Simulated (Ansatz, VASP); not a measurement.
WC in VASP and in Ansatz

INCAR

```
SYSTEM = WC
PREC     = Accurate       ! precision mode
ENCUT    = 600            ! plane-wave cutoff, eV
EDIFF    = 1E-6           ! SCF threshold, eV
ISMEAR   = -1             ! smearing method
SIGMA    = 0.05           ! smearing width, eV
LREAL    = .FALSE.        ! projectors in reciprocal space
LASPH    = .TRUE.         ! aspherical terms in the spheres
NELM     = 100            ! most SCF steps
ALGO     = Normal         ! electronic algorithm
ISIF     = 3              ! what is computed and relaxed
LWAVE    = .FALSE.        ! write WAVECAR
LCHARG   = .FALSE.        ! write CHGCAR
GGA      = PS             ! functional
IBRION   = 2              ! ionic algorithm
NSW      = 60             ! ionic steps
EDIFFG   = -0.01          ! ionic threshold
```

File KPOINTS:

```
regular mesh
0
G
  7 7 7
  0 0 0
```

POSCAR

```
WC
1.0
    0.0000000000      2.1926840000      2.1926840000
    2.1926840000      0.0000000000      2.1926840000
    2.1926840000      2.1926840000      0.0000000000
W C
1 1
Direct
    0.0000000000      0.0000000000      0.0000000000
    0.5000000000      0.5000000000      0.5000000000
```

File input.yaml:

```yaml
crystal:
  lattice:
    - [0.0, 2.192684, 2.192684]
    - [2.192684, 0.0, 2.192684]
    - [2.192684, 2.192684, 0.0]
  atoms:
    - { symbol: W, position: [0.0, 0.0, 0.0] }
    - { symbol: C, position: [0.5, 0.5, 0.5] }
hamiltonian:
  xc: pbesol
  pseudopotentials: { kind: paw }
kpoints:
  mp_grid: { grid: [7, 7, 7] }
scf:
  occupations: { method: fermi_dirac, width: 0.05 }
output:
  forces: true
  stress: true
  eigenvalues: true
relax:
  f_tol: 0.01
  max_steps: 40
  cell: { stress_tol: 0.05 }
```

Measurements of this composition are mostly on another form, of space group No. 187.

Alike in both runs: task relaxation of cell and atoms; functional PBEsol; k mesh 7 × 7 × 7; occupations fermi-dirac, width 0.05 eV; no spin polarisation.

|  | VASP | Ansatz |
| --- | --- | --- |
| version | VASP 6.6.1 | Ansatz 0.2.0 |
| potentials or method | VASP PAW PBE potentials, release 64 (W_sv, C) | Ansatz PAW |
| plane-wave cutoff (eV) | 600 | 420 |
| valence electrons in the cell | 18 | 18 |

Ansatz gave:

```
gap on the k mesh at the Fermi level, each at its own relaxed structure (eV) : none
relaxed volume (Å³/atom)                                                     : 10.25
relaxed cell length with the largest relative difference (Å)                 : 3.072
energy change over the relaxation (meV/atom)                                 : -10
```

**Question.** Which values does VASP return?

**Answer.** gap on the k mesh at the Fermi level, each at its own relaxed structure (eV): none; relaxed volume (Å³/atom): 10.28; relaxed cell length with the largest relative difference (Å): 3.075; energy change over the relaxation (meV/atom): -8.

A gap of «none» marks a metal or a gap that the smearing closes.

Caveats: the bands computed are all filled at some k points, so no gap is given (VASP); the PAW data sets were made with another functional, which shifts forces and pressure a little (VASP); the plane-wave basis is chosen anew once the cell has moved, so the energies of steps on either side of that aren't comparable (Ansatz); the pressure holds a Pulay correction of +0.3 GPa for the finite cutoff (Ansatz); the PAW data sets come from PBE, with cores solved anew for the run's functional, which leaves a small shift of forces and pressure (Ansatz). The runs have no spin-orbit coupling, so splittings on W are missing.
